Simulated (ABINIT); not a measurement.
Runs of ABINIT 10.8.3 (patched build) on ZnO (zincite). It takes space group P6_3mc (No. 186, hexagonal). Conventional cell: a = 3.249 Å, b = 3.249 Å, c = 5.206 Å, α = 90.00°, β = 90.00°, γ = 120.00°. Around Zn (site symmetry 3m) lie 4 O at 1.97 to 1.98 Å. O (site symmetry 3m) is surrounded by 4 Zn at 1.97 to 1.98 Å. 

```csv
task,level,potentials or basis,cell,k mesh,cutoff (eV),smearing,cell freedom (optcell),cutoff smearing ecutsm (Ha),optimiser (ionmov),force stop (Ha/bohr),fine-grid cutoff,mesh quality,gap on the mesh (eV),pressure (GPa),largest force (eV/Å)
single point,PBE,PseudoDojo NC SR PBE v0.4.1 standard,as given,7 × 7 × 4,1088,fermi-dirac 0.05 eV,-,-,-,-,-,not flagged,0.87,4.2,0.07
band structure,PBE,SPMS NC PBE v1.0,as given,9 × 9 × 5,1088,fermi-dirac 0.05 eV,-,-,-,-,-,not flagged,(c),(b),0.07
band structure,PBE,Ansatz NC PBE,as given,9 × 9 × 5,1252,fermi-dirac 0.05 eV,-,-,-,-,-,not flagged,0.85,(a),0.07
relaxation of cell and atoms,revPBE,JTH PAW PBE v2.0,relaxed to 1 GPa,9 × 9 × 5,626,fermi-dirac 0.05 eV,1,0.5,2,0.0001,1224.51 eV,not flagged,0.79,1.0,-
band structure,LDA-PZ,PseudoDojo NC SR LDA v0.4.1 standard,as given,9 × 9 × 5,1143,fermi-dirac 0.05 eV,-,-,-,-,-,not flagged,0.79,-7.4,0.05
band structure,PBE,JTH PAW PBE v2.0,as given,9 × 9 × 5,626,fermi-dirac 0.05 eV,-,-,-,-,1224.51 eV,not flagged,0.79,4.4,0.07
dielectric tensor,PBE,PseudoDojo NC SR PBE v0.4.1 standard,as given,"6 × 6 × 4, shifted",1088,fixed,-,-,-,-,-,coarse,-,4.2,0.07
relaxation of cell and atoms,LDA-VWN,JTH PAW LDA v2.0,relaxed,9 × 9 × 5,626,fermi-dirac 0.05 eV,2,0.5,2,5e-05,1224.51 eV,not flagged,0.80,0.0,-
```

Alike in all rows: no spin polarisation.

Problem. Estimate the missing entries.

Solution. (a) 4.7; (b) 4.9; (c) 0.89.

Caveats: some runs use coarse meshes; the PAW data sets were made with another functional, which shifts forces and pressure a little (some runs); the cell is more than 3 GPa from zero pressure, which shifts response properties (some runs); the atomic spheres overlap (some runs).

The runs don't all hold the same shells in valence.
